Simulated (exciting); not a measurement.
Input of an exciting (release sodium) run:

run_exciting.py

```python
import subprocess
import xml.etree.ElementTree as ET
from ase.io import read
from ase.units import Bohr

atoms = read("POSCAR")
rmt = {'V': 2.0}  # bohr
tasks = """
<groundstate do="fromscratch" ngridk="11 12 13" rgkmax="8" gmaxvr="14" lmaxapw="10" lmaxmat="10" lmaxvr="8" stype="Gaussian" swidth="0.00036749" nempty="12" ValenceRelativity="iora*" epsengy="1e-05" epspot="1e-05" maxscl="60" outputlevel="high">
  <libxc exchange="XC_GGA_X_PBE_SOL" correlation="XC_GGA_C_PBE_SOL"/>
</groundstate>
<properties>
  <dos nwdos="200" winddos="-0.4 0.4" inttype="tetra" ngrdos="100" nsmdos="1" lmirep="true"/>
  <chargedensityplot>
    <plot3d>
      <box grid="14 14 13">
        <origin coord="0 0 0"/>
        <point coord="1 0 0"/>
        <point coord="0 1 0"/>
        <point coord="0 0 1"/>
      </box>
    </plot3d>
  </chargedensityplot>
  <elfplot>
    <plot3d>
      <box grid="14 14 13">
        <origin coord="0 0 0"/>
        <point coord="1 0 0"/>
        <point coord="0 1 0"/>
        <point coord="0 0 1"/>
      </box>
    </plot3d>
  </elfplot>
  <exccplot>
    <plot3d>
      <box grid="14 14 13">
        <origin coord="0 0 0"/>
        <point coord="1 0 0"/>
        <point coord="0 1 0"/>
        <point coord="0 0 1"/>
      </box>
    </plot3d>
  </exccplot>
</properties>
"""

root = ET.Element("input")
ET.SubElement(root, "title").text = "V"
structure = ET.SubElement(root, "structure", speciespath="./", tshift="false")
crystal = ET.SubElement(structure, "crystal", scale="1.0")
for vector in atoms.cell / Bohr:
    ET.SubElement(crystal, "basevect").text = " ".join(f"{x:.12f}" for x in vector)
symbols = atoms.get_chemical_symbols()
for element in dict.fromkeys(symbols):
    species = ET.SubElement(structure, "species", speciesfile=element + ".xml", rmt=str(rmt[element]))
    for symbol, position in zip(symbols, atoms.get_scaled_positions(wrap=False)):
        if symbol == element:
            ET.SubElement(species, "atom", coord=" ".join(f"{x:.12f}" for x in position))
root.extend(ET.fromstring("<tasks>" + tasks + "</tasks>"))
ET.indent(root)
ET.ElementTree(root).write("input.xml")
subprocess.run(["exciting_smp"], check=True)
```

The input POSCAR:

```
V
1.0
   -1.3777151500      1.6411906100      1.6479345300
    1.5049757200     -1.4912590400      1.6252635300
    1.2725458600      1.3860897500     -1.4980029600
V
1
Direct
    0.0000000000      0.0000000000      0.0000000000
```

Potentials or basis: all-electron LAPW+lo, shipped species files, valence relativity iora*.

Run with:

```bash
$ OMP_NUM_THREADS=1 python run_exciting.py
```

(1) Predict the band gap on the k mesh.

Results:

(1) none (metal or under the smearing width).
